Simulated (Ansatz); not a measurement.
# LiF and its competing phases

Level of theory: Ansatz 0.2.0, DFT PBE, scalar-relativistic, plane waves, PAW. Settings: cutoff 420 eV, Γ-centred meshes spaced at most about 0.3 Å⁻¹ (2π included), Gaussian smearing. No spin polarisation.

Energies over the elements count from the elements' standard structures at the same level (F₂ as a molecule), with no fitted energy shifts.

All energies are static (0 K, no zero-point motion).

The competitors are the elements and 1 reference phase of this chemical system (from databases or known types: LiF), relaxed at the same level; other known phases may be missing.

The candidate was reached from: 4-connected net, two elements alternating.

```
CELL_PARAMETERS angstrom
5.58440 0.00000 0.00000
0.00000 5.58440 0.00000
0.00000 0.00000 2.93461
ATOMIC_POSITIONS crystal
Li 0.10153 0.33392 0.24576
Li 0.89847 0.66608 0.74576
Li 0.66608 0.10153 0.99576
Li 0.33392 0.89847 0.49576
F 0.32678 0.12319 0.00424
F 0.67322 0.87680 0.50424
F 0.87680 0.32678 0.75424
F 0.12319 0.67322 0.25424
```

Q: Where does it stand against these competitors?

A: Not the lowest form: another structure of the same formula lies lower. Its formation energy is -2.876 eV/atom. The lowest competing phase at this composition is this:

```json
{"phase": "LiF", "space group": "P6_3mc (No. 186)", "source": "Materials Project", "share of atoms": "1.0000", "ΔE_f (eV/atom)": "-2.953"}
```

The candidate lies 77 meV/atom above this phase (76 meV/atom from unrounded values). The candidate matches no cell in the subsets of the Crystallography Open Database and the Materials Project at hand. It is metastable at best. Checks: no imaginary mode on a 1×1×4 q mesh. The Crystallography Open Database lists this formula in another space group (No. 225).
